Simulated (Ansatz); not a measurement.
# Rh (Fm-3m) in Ansatz: notebook

Runs on Rh. Level: revPBE. Tasks: single point, equation of state.

Program: Ansatz 0.2.0. These are calculated values, not measurements. Logs are shortened: lines on timing, memory, paths and dates and some standing lists are left out, and cuts for length are marked.

**The experiment to reproduce.**

“Thermal equation of state of rhodium characterized by XRD in a resistively heated diamond anvil cell”, 2024, pmc:11535440 quotes, for a bulk crystal of Rh: bulk modulus 264 ± 1 GPa.

The results are compared with them further down.

**1. The crystal as given**

The structure is cubic, space group Fm-3m (No. 225). The conventional cell has a = 3.796 Å, b = 3.796 Å, c = 3.796 Å, α = 90.00°, β = 90.00°, γ = 90.00°. Around Rh (site symmetry m-3m) lie 12 Rh at 2.68 Å.

**2. Single point, revPBE, 12.85 Å³/atom (volume scaled by 0.94)**

input.yaml

```yaml
crystal:
  lattice:
    - [0.0, 1.8591074964, 1.8591074964]
    - [1.8591074964, 0.0, 1.8591074964]
    - [1.8591074964, 1.8591074964, 0.0]
  atoms:
    - { symbol: Rh, position: [0.0, 0.0, 0.0] }
hamiltonian:
  xc: revpbe
  pseudopotentials: { kind: nc, accuracy: standard, xc_functional: pbesol }
kpoints:
  mp_grid: { grid: [12, 12, 12] }
scf:
  occupations: { method: fermi_dirac, width: 0.05 }
output:
  forces: true
  stress: true
  eigenvalues: true
```

Potentials or basis: PseudoDojo standard (PBEsol files).

Started as:

```console
ansatz run input.yaml --threads 1 --pin off --max-ram 2560MiB --backend cpu --events-out ev --progress --plain --runs-dir out
```

The log of the run:

```text
Warning: RAYON_NUM_THREADS=1 ignored (pool sized by the plan → 1); use --threads N
Engine: ansatz 0.2.0, aarch64-unknown-linux-gnu
Pseudopotentials: kind: nc
Pseudopotential: Rh, nc, valence charge 17, recommended cutoff 1197.300995 eV (normal), Rh.nc.azcp (PseudoDojo's, or run here from an input of PseudoDojo's; its table is named by hamiltonian.pseudopotentials.accuracy)
Functional definition: revPBE
  parameter kappa = 1.245
  parameter beta = 0.06672455060314922
  exchange = pbe_x(kappa = kappa, mu = beta*pi^2/3)
  correlation = pbe_c(beta = beta)
Crystal: 1 atoms, lattice volume = 12.851 Å³
Basis set: ecut = 1197.300995 eV, 1243 PW (Γ), exchange–correlation on 60×60×60 points (8 copies of the dense FFT grid, shifted against one another)
Bands: 13, of which v1, the nominal top of the filled ones, is band 9 counted from 1 (8 counted from 0)
Symmetry: 48 space group operations
Space group: Fm-3m (ITA 225), of the structure as read, at distance tolerance 2.3e-5 Å
k-points: 72 of 1728
Non-local potential: Rh, projectors of the file, l = 0: 2, l = 1: 2, l = 2: 2
Initial density: superposition of atomic densities (chi_scale 0.1, normalization cell)
Initial wavefunctions: pseudopotential atomic-orbital guess
Functional: x = revpbe(κ = 1.245, μ = 0.2195149727645171), c = pbe(β = 0.06672455060314922)
SCF iter   1: F=—  HF=-3194.175925 eV  |F-HF|=—  |Δ(HF+E_count)|=         —  Δρ=1.04e-1  dr2=1.14e0  ethr=3.10e-3  ⟨swp⟩=6.5  Hψ=6286  notcnv=0
preconditioner: auto → none  [metal: Δε(μ)=0.085 eV  Ē_g=14.670 eV  σ=0.050 eV  W_gap=0.40  n_scr=0 (ndim 8)  ℏωp=31.1 eV  f_vac=0.000  D(μ)=0.64/eV (n_scr^D=8)]
SCF iter   2: F=—  HF=-3193.870360 eV  |F-HF|=—  |Δ(HF+E_count)|=   3.06e-1  Δρ=3.86e-2  dr2=6.68e-2  ethr=3.10e-3  ⟨swp⟩=3.8  Hψ=2686  notcnv=0  defer=1
SCF iter   3: F=—  HF=-3193.851095 eV  |F-HF|=—  |Δ(HF+E_count)|=   1.93e-2  Δρ=1.52e-2  dr2=7.74e-3  ethr=3.93e-4  ⟨swp⟩=3.2  Hψ=2066  notcnv=0
SCF iter   4: F=—  HF=-3193.850742 eV  |F-HF|=—  |Δ(HF+E_count)|=   3.53e-4  Δρ=2.18e-3  dr2=1.39e-4  ethr=4.55e-5  ⟨swp⟩=1.4  Hψ=979  notcnv=0
SCF iter   5: F=—  HF=-3193.850756 eV  |F-HF|=—  |Δ(HF+E_count)|=   1.38e-5  Δρ=2.14e-4  dr2=1.43e-6  ethr=8.16e-7  ⟨swp⟩=2.3  Hψ=1556  notcnv=0
SCF iter   6: F=—  HF=-3193.850753 eV  |F-HF|=—  |Δ(HF+E_count)|=   3.21e-6  Δρ=2.10e-5  dr2=9.18e-9  ethr=5.88e-10  ⟨swp⟩=9.0  Hψ=5834  notcnv=0
SCF iter   7: F=-3193.850753 eV  HF=-3193.850753 eV  |F-HF|=8.37e-11  |Δ(HF+E_count)|=   2.37e-9  Δρ=2.19e-6  dr2=1.60e-10  ethr=5.40e-11  ⟨swp⟩=2.1  Hψ=3235  notcnv=0
SCF 1 converged in 7 iterations: F = -3193.850753 eV  dr2 = 1.60e-10
SCF converged after 7 iterations
Free energy (F): -3193.850753 eV
Harris-Foulkes:  -3193.850753 eV  (|F-HF|=8.37e-11)
Internal energy: -3193.843302 eV  (E = F + TS)
E sigma→0 (E₀):  -3193.847027 eV
Entropy (-TS):   -0.007451 eV (-7.451 meV/atom)
Fermi energy:    24.740148 eV
--- Per-component energies (eV) ---
  E_band       = -50.490734
  E_kinetic    = 1059.424931
  E_local      = -1849.190097  (includes V_loc(G=0)·N_el)
  E_nonlocal   = 190.441365
  E_hartree    = 488.825369
  E_xc         = -517.612080
  E_vxc        = -428.817345  (∫ρ·V_xc dr)
  E_ewald      = -2565.732790
  E_smearing   = -0.007451  (= −TS)
  E_closure    = 0.000000  (closes the sum)
  Σ components = -3193.850753   (vs F -3193.850753, Δ=0.00e0)
--- Forces (eV/Å), atoms counted from 1 ---
  atom   1  Rh     0.00000000    -0.00000000    -0.00000000
  max |Σ_I F_I| component: 1.73e-31 eV/Å
--- Stress (GPa, compression-positive) ---
       32.464355       0.000000       0.000000
        0.000000      32.464355       0.000000
        0.000000      -0.000000      32.464355
  P = ⅓ Tr σ = 32.4644 GPa (324.644 kbar)
--- Band table (eV; the first three rows and the last of 72) ---
  k-point 0: bands = ["-54.4190", "-21.8029", "-21.8029", "-21.8029", "16.2876", "21.3027", "21.3027", "21.3027", "23.6130", "23.6130", "40.8691", "46.6803", "46.6803"]
  k-point 1: bands = ["-54.4090", "-21.8667", "-21.8114", "-21.8114", "16.5817", "21.1707", "21.4192", "21.4192", "23.5482", "23.5482", "41.3071", "45.2513", "47.1210"]
  k-point 2: bands = ["-54.3817", "-22.0392", "-21.8345", "-21.8345", "17.3529", "20.9431", "21.6545", "21.6545", "23.4917", "23.4917", "42.2859", "42.8319", "48.3479"]
  k-point 71: bands = ["-54.2187", "-22.4063", "-22.4063", "-22.1487", "19.1584", "20.5254", "20.5254", "23.3604", "25.8203", "34.8904", "34.8904", "36.7205", "38.0275"]
```

It took 2.7 s on 1 thread of Arm Neoverse V2, shared host; peak memory 0.27 GiB.

Results:

```yaml
Free_energy: -3193.8508 eV
Pressure: 32.5 GPa
Band_gap_on_the_k_mesh: none (metal or under the smearing width)
```

Caveat: the potentials were made for another functional, which shifts forces and pressure.

**3. Single point, revPBE, 13.12 Å³/atom (volume scaled by 0.96)**

Changes to input.yaml since step 2:

```diff
@@ -2,5 +2,5 @@
   lattice:
-    - [0.0, 1.8591074964, 1.8591074964]
-    - [1.8591074964, 0.0, 1.8591074964]
-    - [1.8591074964, 1.8591074964, 0.0]
+    - [0.0, 1.8722002341, 1.8722002341]
+    - [1.8722002341, 0.0, 1.8722002341]
+    - [1.8722002341, 1.8722002341, 0.0]
   atoms:
```

Potentials or basis: PseudoDojo standard (PBEsol files).

Started as:

```console
ansatz run input.yaml --threads 1 --pin off --max-ram 2560MiB --backend cpu --events-out ev --progress --plain --runs-dir out
```

Wall time 2.7 s (1 thread of Arm Neoverse V2, shared host); peak memory 0.28 GiB.

It converged, with:

```
Free energy            : -3193.8991 eV
Pressure               : 24.4 GPa
Band gap on the k mesh : none (metal or under the smearing width)
```

Caveat: the potentials were made for another functional, which shifts forces and pressure.

**4. Single point, revPBE, 13.40 Å³/atom (volume scaled by 0.98)**

Changes to input.yaml since step 3:

```diff
@@ -2,5 +2,5 @@
   lattice:
-    - [0.0, 1.8722002341, 1.8722002341]
-    - [1.8722002341, 0.0, 1.8722002341]
-    - [1.8722002341, 1.8722002341, 0.0]
+    - [0.0, 1.8851123679, 1.8851123679]
+    - [1.8851123679, 0.0, 1.8851123679]
+    - [1.8851123679, 1.8851123679, 0.0]
   atoms:
```

Started as:

```console
ansatz run input.yaml --threads 1 --pin off --max-ram 2560MiB --backend cpu --events-out ev --progress --plain --runs-dir out
```

Run time: 2.9 s. Hardware: 1 thread of Arm Neoverse V2, shared host; peak memory 0.28 GiB.

Results (log left out):

| Item | Value |
| --- | --- |
| Free energy | -3193.9345 eV |
| Pressure | 17.2 GPa |
| Band gap on the k mesh | none (metal or under the smearing width) |

Caveat: the potentials were made for another functional, which shifts forces and pressure.

**5. Single point, revPBE, 13.67 Å³/atom**

Changes to input.yaml since step 4:

```diff
@@ -2,5 +2,5 @@
   lattice:
-    - [0.0, 1.8851123679, 1.8851123679]
-    - [1.8851123679, 0.0, 1.8851123679]
-    - [1.8851123679, 1.8851123679, 0.0]
+    - [0.0, 1.89785, 1.89785]
+    - [1.89785, 0.0, 1.89785]
+    - [1.89785, 1.89785, 0.0]
   atoms:
@@ -18 +18,5 @@
   eigenvalues: true
+  write_density: true
+  write_potential: true
+  elf: true
+  volumetric_format: npy
```

Started as:

```console
ansatz run input.yaml --threads 1 --pin off --max-ram 2560MiB --backend cpu --events-out ev --progress --plain --runs-dir out
```

It took 4 s on 1 thread of Arm Neoverse V2, shared host; peak memory 0.29 GiB.

The run converged. Its results:

```yaml
Free_energy: -3193.9584 eV
Pressure: 10.9 GPa
Band_gap_on_the_k_mesh: none (metal or under the smearing width)
```

Caveat: the potentials were made for another functional, which shifts forces and pressure.

**6. Single point, revPBE, 13.94 Å³/atom (volume scaled by 1.02)**

input.yaml

```yaml
crystal:
  lattice:
    - [0.0, 1.9104189093, 1.9104189093]
    - [1.9104189093, 0.0, 1.9104189093]
    - [1.9104189093, 1.9104189093, 0.0]
  atoms:
    - { symbol: Rh, position: [0.0, 0.0, 0.0] }
hamiltonian:
  xc: revpbe
  pseudopotentials: { kind: nc, accuracy: standard, xc_functional: pbesol }
kpoints:
  mp_grid: { grid: [12, 12, 12] }
scf:
  occupations: { method: fermi_dirac, width: 0.05 }
output:
  forces: true
  stress: true
  eigenvalues: true
```

Potentials or basis: PseudoDojo standard (PBEsol files).

Started as:

```console
ansatz run input.yaml --threads 1 --pin off --max-ram 2560MiB --backend cpu --events-out ev --progress --plain --runs-dir out
```

Wall time 2.4 s (1 thread of Arm Neoverse V2, shared host); peak memory 0.28 GiB.

It converged, with:

```
Free energy            : -3193.9720 eV
Pressure               : 5.2 GPa
Band gap on the k mesh : none (metal or under the smearing width)
```

Caveat: the potentials were made for another functional, which shifts forces and pressure.

**7. Single point, revPBE, 14.22 Å³/atom (volume scaled by 1.04)**

Changes to input.yaml since step 6:

```diff
@@ -2,5 +2,5 @@
   lattice:
-    - [0.0, 1.9104189093, 1.9104189093]
-    - [1.9104189093, 0.0, 1.9104189093]
-    - [1.9104189093, 1.9104189093, 0.0]
+    - [0.0, 1.9228245745, 1.9228245745]
+    - [1.9228245745, 0.0, 1.9228245745]
+    - [1.9228245745, 1.9228245745, 0.0]
   atoms:
@@ -18 +18,5 @@
   eigenvalues: true
+  write_density: true
+  write_potential: true
+  elf: true
+  volumetric_format: npy
```

Started as:

```console
ansatz run input.yaml --threads 1 --pin off --max-ram 2560MiB --backend cpu --events-out ev --progress --plain --runs-dir out
```

Wall time 4.6 s (1 thread of Arm Neoverse V2, shared host); peak memory 0.29 GiB.

It converged, with:

```yaml
Free_energy: -3193.9765 eV
Pressure: 0.2 GPa
Band_gap_on_the_k_mesh: none (metal or under the smearing width)
```

Caveat: the potentials were made for another functional, which shifts forces and pressure.

**8. Single point, revPBE, 14.49 Å³/atom (volume scaled by 1.06)**

Changes to input.yaml since step 7:

```diff
@@ -2,5 +2,5 @@
   lattice:
-    - [0.0, 1.9228245745, 1.9228245745]
-    - [1.9228245745, 0.0, 1.9228245745]
-    - [1.9228245745, 1.9228245745, 0.0]
+    - [0.0, 1.935072195, 1.935072195]
+    - [1.935072195, 0.0, 1.935072195]
+    - [1.935072195, 1.935072195, 0.0]
   atoms:
```

Started as:

```console
ansatz run input.yaml --threads 1 --pin off --max-ram 2560MiB --backend cpu --events-out ev --progress --plain --runs-dir out
```

Wall time 4.7 s (1 thread of Arm Neoverse V2, shared host); peak memory 0.29 GiB.

It converged, with:

```yaml
Free_energy: -3193.9730 eV
Pressure: -4.3 GPa
Band_gap_on_the_k_mesh: none (metal or under the smearing width)
```

Caveat: the potentials were made for another functional, which shifts forces and pressure.

**9. Equation of state, revPBE**

Potentials or basis: PseudoDojo PBEsol.

No new run: the results of the series are fitted here.

Results:

| Property | Result |
| --- | --- |
| Equilibrium volume | 14.23 Å³/atom |
| Bulk modulus | 245 GPa |
| Pressure derivative of the bulk modulus | 5.2 |

Energy against volume, from the lowest point:
```csv
volume (Å³/atom),energy (meV/atom)
12.851,125.79
13.125,77.39
13.398,42.00
13.671,18.14
13.945,4.52
14.218,0.00
14.492,3.54
```

Caveat: the potentials were made for another functional, which shifts forces and pressure. revPBE gives volumes clearly too large for solids.

**10. Comparison with measurements**

Step 9. Against the measured bulk modulus of Rh, 264 GPa (quoted in “Thermal equation of state of rhodium characterized by XRD in a resistively heated diamond anvil cell”, 2024, pmc:11535440), the calculated 245 GPa is off by -7.3 %. The fit is for a static lattice scaled at fixed shape and fixed fractional positions.
